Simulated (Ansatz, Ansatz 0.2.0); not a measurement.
# Lattice constants of ZrIrSi with LDA, notes against a deadline

*A beginner's notebook, kept as written. Several of its settings and conclusions are unsound; a review follows at the end.*

## The measurement

The measured cell comes from "Probing the superconducting ground state of ZrIrSi: A μSR study" (2019, arXiv:1903.08581). The sample was arc-melted, annealed at 1000 C for a week, and measured as a polycrystal by powder X-ray diffraction. The three axes in the Pnma setting are a = 6.557 Å, b = 3.942 Å and c = 7.413 Å. The temperature of the measurement is not given with the values. My starting cell is from the Materials Project and was itself relaxed by an earlier calculation, so it is not a second measurement. It is already close: a and b are slightly longer than measured, c slightly shorter.

| compared with | measured | source's wording or label | method |
| --- | --- | --- | --- |
| a (Å) | 6.557 | a, Pnma setting | powder X-ray diffraction |
| b (Å) | 3.942 | b, Pnma setting | powder X-ray diffraction |
| c (Å) | 7.413 | c, Pnma setting | powder X-ray diffraction |

Conditions are those given with the value in the passage it was taken from; "not stated" means there, and the paper may say more elsewhere. The values are a selection: others may have been left out beforehand as unlike or outlying.

## Model and target

I need a, b and c of ZrIrSi from a relaxation, and I need them soon. The model is the 12-atom cell with cell and atoms free to move. My target is 1 % on each axis, because that is the sort of tolerance I would accept on a part; I have no better reason for it. The calculation has no temperature in it, and I have read that this changes lengths by a few tenths of a per cent, so I leave it out.

I will use LDA, which is the first functional in the tutorial I have open. If the three numbers come out within 1 %, I write them down and am done. If not, I will change settings until they do.

System: ZrIrSi, orthorhombic Co2Si-type; Pnma (No. 62), 12 atoms in the primitive cell; the database structure is a structure relaxed by earlier theory (a GGA or r2SCAN, not named), not a measurement: a = 6.569 Å, b = 3.965 Å, c = 7.396 Å; structure from the Materials Project.

On the selection of runs and values: Further runs on this system are not shown.

## 1. First relaxation, with a generous cutoff

The one setting I know to be important is the cutoff, and bigger is supposed to be better, so I want 500. I typed it as `ecutwfc_ry: 500`, the way I remember it from an input for another code. The k mesh is 6x8x4 and the smearing 0.1 eV, which I have not thought about. I expect the cell to stay near where it starts.

**Run 1.** Ansatz 0.2.0: LDA, cell and atoms relaxed from the database structure, cutoff 420 eV, 6x8x4 k mesh, Gaussian smearing 0.1 eV; cutoff typed as ecutwfc_ry: 500.

Key lines of the input:
```
crystal:
  # lattice and atoms
kpoints:
  mp_grid: { grid: [6, 8, 4] }
hamiltonian:
  xc: lda
scf:
  occupations: { method: gaussian, width: 0.1 }
output:
  forces: true
  stress: true
relax:
  adjacent_minimum: "off"
  f_tol: 0.005
  max_steps: 60
  cell: { stress_tol: 0.03 }
basis:
  ecutwfc_ry: 500
```

Command:
```
ansatz run input.yaml --threads 8 --pin off --max-ram 16384MiB --backend cpu --events-out ev --progress --plain --runs-dir out
```

Selected lines of the output:
```
Error: YAML parse error: error: line 35 column 3: unknown field `ecutwfc_ry`, expected one of ecutwfc, ecutrho_ratio, smooth_cutoff_half_width, xc_grid, low_memory, fft_grid_basis [...]
  --> <input>:35:3
   |
33 |   cell: { stress_tol: 0.03 }
34 | basis:
35 |   ecutwfc_ry: 500
   |   ^ unknown field `ecutwfc_ry`, expected one of ecutwfc, ecutrho_ratio, smooth_cutoff_half_w
```

Input refused; 8 cores of Arm Neoverse V2, shared host.

The program stopped at line 35 because it doesn't know the word `ecutwfc_ry`. Its list of accepted names has `ecutwfc`, so that is the one to use. Nothing was calculated and I still have no cell.

## 2. Correct keyword, smaller cutoff

With the deadline in mind I am dropping the idea of a huge cutoff. The tutorial I have open is for silicon and uses 150 eV, and there is silicon in this compound too, so I am copying that value. The PAW set is soft_2, and "soft" I take to mean that a low cutoff is enough. LDA, the k mesh and the smearing stay as they were. I expect a quick run and three axes within my 1 %.

**Run 2.** Ansatz 0.2.0: LDA, cell and atoms relaxed from the database structure, PAW set soft_2, cutoff 150 eV, 6x8x4 k mesh, Gaussian smearing 0.1 eV.

Key lines of the input, as changed from run 1:
```diff
+ basis:
+   ecutwfc: 150.0
  relax:
-   max_steps: 60
+   max_steps: 30
- basis:
-   ecutwfc_ry: 500
```

Selected lines of the output:
```
Basis set: ecut = 150 eV, 805 PW (Γ) [...]
k-points: 60 of 192
SCF iter   5: F=—  HF=-65203.791601 eV  |F-HF|=—  |Δ(HF+E_count)|=   2.29e-8  Δρ=8.42e-7  dr2=1.92e-9  [...]
SCF iter   6: F=—  HF=-65203.791601 eV  |F-HF|=—  |Δ(HF+E_count)|=  4.44e-10  Δρ=1.86e-7  dr2=1.10e-10  [...]
SCF iter   7: F=-65203.791601 eV  HF=-65203.791601 eV  |F-HF|=7.28e-12  |Δ(HF+E_count)|=  2.91e-11  Δρ=3.56e-8  dr2=3.49e-12  [...]
relax step  28: F+E_penalty+E_count = -65202.19852582 eV  [...]  max|allowed force component| = 6.623e-2 eV/Å  [...]  P = -0.944 GPa  Ω = 189.162 Å³  [...]
relax step  29: F+E_penalty+E_count = -65204.24778270 eV  [...]  max|allowed force component| = 3.084e-2 eV/Å  [...]  P = +0.304 GPa  Ω = 188.527 Å³  [...]
relax step  30: F+E_penalty+E_count = -65203.79160117 eV  [...]  max|allowed force component| = 1.791e-2 eV/Å  [...]  P = +0.030 GPa  Ω = 188.669 Å³  [...]
variable-cell relaxation did not converge after 30 `relax_step` rows, as none of its last 2 fresh-basis SCF(s) at a relaxed cell met both thresholds with a finite energy. The last misses [...]
```

Not converged; 61 s, same machine. Warnings: cutoff_below_recommended.

It ran out of its 30 steps without converging. The largest force at the end is 0.018 eV/Å and I had asked for 0.005. The volume of the last step, 188.669 Å³, is about 1.5 % below what I get by multiplying the three measured axes, so it looks nearly there. The total energy goes up and down by more than an electronvolt between the last steps, which I take to mean that the electrons are not settling.

## 3. More smearing to calm it down

I remember reading that a metal which won't converge needs more smearing. I am going from 0.1 to 1.5 eV, with Fermi-Dirac because that is the name I recognise, so that I don't have to come back to it. There was also a warning about the cutoff being below the recommended one, so I am deleting my cutoff line and letting the program use its default of 420 eV. Smearing is only there to help convergence, so I expect the cell itself to be unaffected.

**Run 3.** Ansatz 0.2.0: LDA, cell and atoms relaxed from the database structure, PAW set soft_2, cutoff 420 eV (default), 6x8x4 k mesh, Fermi-Dirac smearing 1.5 eV.

Key lines of the input, as changed from run 2:
```diff
  scf:
-   occupations: { method: gaussian, width: 0.1 }
+   occupations: { method: fermi_dirac, width: 1.5 }
- basis:
-   ecutwfc: 150.0
```

Selected lines of the output:
```
relax step  11: F+E_penalty+E_count = -65439.78683764 eV  [...]  max|allowed force component| = 3.890e-4 eV/Å  [...]  P = +0.005 GPa  Ω = 217.934 Å³  [...]
--- Relaxed structure (10 steps of the walk, 10 accepted, 2 SCFs on fresh bases) ---
  cell:  # Å, volume = 217.9338 Å³
```

Converged; 2.9 min, same machine. Warnings: bands_taken_in.

| quantity | run 3 | measured | deviation |
| --- | --- | --- | --- |
| a (Å) | 6.813 | 6.557 | +0.256 (+3.9 %) |
| b (Å) | 4.213 | 3.942 | +0.271 (+6.9 %) |
| c (Å) | 7.592 | 7.413 | +0.179 (+2.4 %) |
| conventional cell volume (Å³) | 217.93 |  |  |

This one converged, with forces far below my limit, and the cell is much too big: a is 3.9 % too long, b 6.9 % and c 2.4 %. The smearing did its job, since the relaxation finished in 10 steps. So the calculation is fine and it must be LDA that is wrong for this compound. There is a warning called `bands_taken_in`, which I have not followed up because the run finished anyway.

## 4. A functional with extra attraction

If the atoms sit too far apart, something has to pull them together. D3 adds attraction, so I want a functional with D3. A tutorial on organic molecules uses BLYP+D3(BJ), and I am copying that line. I am pasting it into my first input file, which has the 0.1 eV Gaussian smearing, and taking out the cutoff line that was refused. I expect all three axes to shrink towards the measured ones.

**Run 4.** Ansatz 0.2.0: BLYP+D3(BJ), cell and atoms relaxed from the database structure, PAW set soft_2, cutoff 420 eV (default), 6x8x4 k mesh, Gaussian smearing 0.1 eV.

Key lines of the input, as changed from run 1:
```diff
  hamiltonian:
-   xc: lda
+   xc: blyp
+   dispersion: d3bj
- basis:
-   ecutwfc_ry: 500
```

Selected lines of the output:
```
relax step   6: F+E_penalty+E_count = -67215.01516893 eV  [...]  max|allowed force component| = 2.747e-3 eV/Å  [...]  P = +0.017 GPa  Ω = 188.425 Å³  [...]
--- Relaxed structure (6 steps of the walk, 5 accepted, 1 SCFs on fresh bases) ---
  cell:  # Å, volume = 188.4253 Å³
```

Converged; 52 s, same machine.

| quantity | run 4 | measured | deviation |
| --- | --- | --- | --- |
| a (Å) | 6.501 | 6.557 | −0.056 (−0.8 %) |
| b (Å) | 3.934 | 3.942 | −0.008 (−0.2 %) |
| c (Å) | 7.367 | 7.413 | −0.046 (−0.6 %) |
| conventional cell volume (Å³) | 188.43 |  |  |

All three axes are inside my 1 %. The worst is a, 0.8 % too short, and b is only 0.2 % off. The relaxation converged in under a minute and this time there was no warning. The D3 attraction has pulled the atoms together, from 217.93 Å³ with LDA to 188.43 Å³ now, which is what I wanted from it. I am writing these three numbers down and closing the job.

## Collected results

| run | settings | a (Å) | b (Å) | c (Å) | mean abs. dev. of these columns (%) | cost | status |
| --- | --- | --- | --- | --- | --- | --- | --- |
| 1 | LDA, cutoff 420 eV, Gaussian smearing 0.1 eV, cutoff typed as ecutwfc_ry: 500 | – | – | – |  | – | input refused |
| 2 | LDA, PAW set soft_2, cutoff 150 eV, Gaussian smearing 0.1 eV | – | – | – |  | 8.2 core-min | not converged |
| 3 | LDA, PAW set soft_2, cutoff 420 eV (default), Fermi-Dirac smearing 1.5 eV | 6.813 | 4.213 | 7.592 | 4.4 | 23 core-min |  |
| 4 | BLYP+D3(BJ), PAW set soft_2, cutoff 420 eV (default), Gaussian smearing 0.1 eV | 6.501 | 3.934 | 7.367 | 0.6 | 6.9 core-min |  |
|  | measured | 6.557 | 3.942 | 7.413 |  |  |  |

## State of play

The job is closed with BLYP+D3(BJ): a = 6.501 Å, b = 3.934 Å, c = 7.367 Å. All three are within my 1 % of the powder values, with a mean deviation of 0.6 %. They are all slightly short, which I put down to the calculation having no temperature in it.

LDA is no good for this compound. It made b 6.9 % too long, and the run before that would not converge at all. What was missing was the dispersion, and once D3 was in, the cell came out right at the first attempt. It was also quicker, 6.9 core-minutes against 23 for the LDA run that finished.

For the next intermetallic I will start from the same BLYP+D3(BJ) file and leave LDA out. I am also keeping a note that 1.5 eV of Fermi-Dirac smearing gets a stubborn relaxation to converge, as I expect to need it again. The three lengths go into the report as they are.

## Review

Further runs made for the review:

| reviewer's run | settings | a (Å) | b (Å) | c (Å) | mean abs. dev. of these columns (%) | cost |
| --- | --- | --- | --- | --- | --- | --- |
| R1 | LDA, PAW set soft_2, cutoff 420 eV (default), 6x8x4 k mesh, Gaussian smearing 0.1 eV | 6.483 | 3.918 | 7.321 | 1.0 | 6.8 core-min |
| R2 | LDA, PAW set soft_2, cutoff 420 eV (default), 6x10x6 k mesh, Gaussian smearing 0.1 eV | 6.483 | 3.918 | 7.321 | 1.0 | 11 core-min |
| R3 | BLYP, PAW set soft_2, cutoff 420 eV (default), 6x8x4 k mesh, Gaussian smearing 0.1 eV | 6.670 | 4.034 | 7.526 | 1.9 | 7.8 core-min |
| R4 | PBEsol, PAW set soft_2, cutoff 420 eV (default), 6x8x4 k mesh, Gaussian smearing 0.1 eV | 6.519 | 3.941 | 7.367 | 0.4 | 5.9 core-min |
|  | measured | 6.557 | 3.942 | 7.413 |  |  |

The notebook rightly treats the database cell as theory, not as a second measurement. Its plan is weak: the 1 % target is borrowed from machine parts, and changing settings until the numbers fit can only reward cancelling errors.

In run 1 the refused keyword was read correctly, but the unit went unnoticed. 500 Ry would be roughly 7000 eV, and beyond convergence a bigger cutoff only adds cost.

Run 2 took its 150 eV from a silicon tutorial, although zirconium and iridium need their own check and "soft" doesn't promise that so little is enough. The program warned of this. The electrons were settling well, as the last self-consistency steps show; the energy jumped between cells because the basis was too small. A volume near the measured one, from an unconverged run with unreliable stresses, is chance. The input also halved the step limit, which the text doesn't mention. LDA at the default 420 eV and the original smearing (R1) converges for 6.8 core-minutes, less than the 8.2 spent here.

Run 3 rightly restored the default cutoff, but raised the smearing to 1.5 eV at the same time and credited the smearing with the convergence. R1 converges without it. Such smearing heats the electrons enormously and does change the cell: R1, which differs only in smearing, gives a = 6.483, b = 3.918 and c = 7.321 Å, against 6.813, 4.213 and 7.592 Å in run 3. LDA usually makes solids too small, so a swollen cell was a sign of trouble. So was the ignored warning, which said that levels had been left out of the energy and density. The fault was the smearing, not LDA. A denser k mesh (R2) leaves the LDA axes unchanged.

Run 4 then treated a fault that LDA didn't have. The shrinkage from run 3 isn't the work of D3 alone, since the functional and the smearing changed too. BLYP without D3 (R3) gives 6.670, 4.034 and 7.526 Å, so D3 shortens a by 0.169 Å here. BLYP describes metals poorly and makes this cell too long; D3 happens to offset that. The close match is chance, not proof of missing dispersion. Missing temperature can't be held responsible for all the remaining shortness either, as it typically accounts for only a few tenths of a per cent.

The speed advantage over LDA is also false: R1 costs about the same as run 4. Neither the BLYP+D3(BJ) file nor the smearing tip should be kept for the next intermetallic, and the three lengths shouldn't go into the report as they are.

The 1 % target is too loose to choose a functional, since it passes run 4. I would rely on PBEsol (R4), which was designed for solids: 6.519, 3.941 and 7.367 Å. It matches b closely and leaves a and c about 0.6 % short. Thermal expansion may explain part of that, but the measurement temperature isn't stated; the rest remains unexplained, and may lie in the functional.

[Logs are printed without paths, hosts, clocks, repeated set-up lines and the standing remarks that a program may print on its own settings, such as how far it seeks lower states.]

[The runs shown are a pick from a larger set of finished runs; failed, doubtful and other runs were left out of it ahead of writing. So were measured values far from every level or from commonly accepted values, and agreement can look better than it is. Lines of input and output are excerpts and may be shortened.]
